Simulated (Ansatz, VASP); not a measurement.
Al: VASP beside Ansatz

```
Al
1.0
     2.67469    0.00000    0.00000
     0.00000    2.67469    0.00000
     0.00000    0.00000    2.67469
Al
1
Direct
  0.00000 0.00000 0.00000
```

Change from the starting cell: volume scaled by 0.95.

Alike in both runs: task single point; functional PBE; k mesh 15 × 15 × 15; occupations fermi-dirac, width 0.05 eV; no spin polarisation.

|  | VASP | Ansatz |
| --- | --- | --- |
| version | VASP 6.6.1 | Ansatz 0.2.0 |
| potentials or method | VASP PAW PBE potentials, release 64 (Al), cutoff 520 eV | all-electron LAPW, scalar-relativistic |

```tsv
	VASP	Ansatz	Ansatz less VASP
pressure (GPa)	3.3	3.3	-0.03
```

Ansatz ran all-electron here, so the differences hold the error of VASP's frozen core and of both bases.
